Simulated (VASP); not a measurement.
Wanted: the native input for a VASP 6.6.1 run.

* Task: single point
* Functional: PBE
* Potentials or basis: VASP PAW PBE potentials, release 64 (Sb, Mg)
* Cutoff: 520 eV
* k mesh: 7 × 7 × 4
* Occupations: gaussian, width 0.014 eV
* Spin: no spin polarisation
* Further INCAR settings: ALGO = Normal; EDIFF = 1e-07; NBANDS = 16

The structure of Mg3Sb2 lies in POSCAR:

```
Mg3Sb2
1.0
    4.5820000000      0.0000000000      0.0000000000
   -2.2910000000      3.9681284001      0.0000000000
    0.0000000000      0.0000000000      7.2440000000
Sb Mg
2 3
Direct
    0.6666666667      0.3333333333      0.7650000000
    0.3333333333      0.6666666667      0.2350000000
    0.0000000000      0.0000000000      0.0000000000
    0.6666666667      0.3333333333      0.3700000000
    0.3333333333      0.6666666667      0.6300000000
```

The input as run:

INCAR

```
SYSTEM = Mg3Sb2
PREC = Accurate ; ENCUT = 520
EDIFF = 1E-7 ; ISMEAR = 0
SIGMA = 0.014 ; LREAL = .FALSE.
LASPH = .TRUE. ; NELM = 80
ALGO = Normal ; ISIF = 2
LWAVE = .FALSE. ; LCHARG = .TRUE.
GGA = PE ; LELF = .TRUE.
LVHAR = .TRUE. ; NBANDS = 16
```

KPOINTS

```
Automatic mesh
0
G
  7 7 4
  0 0 0
```

Potentials or basis: VASP PAW PBE potentials, release 64 (Sb, Mg).

Run with:

```console
$ cat potpaw_PBE.64/Sb/POTCAR potpaw_PBE.64/Mg/POTCAR > POTCAR
$ mpirun -np 1 vasp_std > vasp.out
```

Results of the run:

```json
{
 "Pressure": "1.0 GPa",
 "Largest force": "0.497 eV/Å",
 "Band gap on the k mesh": "0.34 eV, indirect (least direct gap 1.17 eV)"
}
```

Caveat: spin-orbit coupling is left out, which moves the levels of the heavy elements; an odd mesh through Γ misses points on the zone boundary, where band edges often lie.

Run time: 25 s on 1 thread of Intel(R) Xeon(R) 6975P-C (Granite Rapids), on a shared host, peak memory 0.26 GiB.
